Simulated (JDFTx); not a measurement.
Runs of JDFTx 1.7.0 (patched build) on LiH. The structure is cubic, space group Fm-3m (No. 225). The conventional cell has a = 4.074 Å, b = 4.074 Å, c = 4.074 Å, α = 90.00°, β = 90.00°, γ = 90.00°. Li (site symmetry m-3m) has 6 H at 2.04 Å as nearest neighbours. H (site symmetry m-3m) has 6 Li at 2.04 Å as nearest neighbours. 

| task | level | potentials or basis | cutoff (eV) | local potential set to -Z/r beyond | density cutoff over wavefunction cutoff | max SCF steps | SCF threshold on the energy | solver of the electrons | gap on the mesh (eV) | pressure (GPa) | V0 of scaled cells (Å³/atom) | B0 (GPa) |
| --- | --- | --- | --- | --- | --- | --- | --- | --- | --- | --- | --- | --- |
| single point | LDA | PseudoDojo-SR-LDA-0.4.1-standard with smoothed tails | 1007 | 6 bohr | 8 | 100 | 1e-09 Ha | scf | 2.85 | -4.1 | - | - |
| single point | r2SCAN | SG15-PBE-1.2 with smoothed tails | 1088 | 6 bohr | 8 | 100 | 1e-09 Ha | scf | 3.87 | -1.3 | - | - |
| single point | PBEsol | PseudoDojo-SR-PBEsol-0.4.1-standard with smoothed tails | 1007 | 6 bohr | 8 | 100 | 1e-09 Ha | scf | 2.98 | (c) | - | - |
| equation of state | r2SCAN | SG15-PBE-1.2 with smoothed tails | 1088 | 6 bohr | 8 | 100 | 1e-09 Ha | scf | - | - | 8.13 | 36 |
| single point | PBEsol | SG15-PBE-1.2 with smoothed tails | 1088 | 6 bohr | 8 | 100 | 1e-09 Ha | scf | 3.00 | -2.2 | - | - |
| single point | LDA | SG15-PBE-1.2 with smoothed tails | 1088 | 6 bohr | 8 | 100 | 1e-09 Ha | scf | (a) | -3.9 | - | - |
| equation of state | PBE | PseudoDojo-SR-PBE-0.5-standard | 1007 | - | 4 | 100 | 1e-08 Ha | scf | - | - | 8.04 | 36 |
| single point | PBE | PseudoDojo-SR-PBE-0.5-standard | 1007 | - | 4 | 100 | 1e-08 Ha | scf | (b) | -1.7 | - | - |

Alike in all rows: no spin polarisation; cell as given; k mesh 11 × 11 × 11; smearing fermi-dirac 0.05 eV.

Problem. Fill in the values left out.

Solution. (a) 2.87; (b) 3.21; (c) -2.3.

Caveats: an odd mesh through Γ misses points on the zone boundary, where band edges often lie (some runs); the potentials were made for another functional, which shifts forces and pressure (some runs); the empty levels aren't tightly converged (some runs).

Not every run made on this cell is shown here.
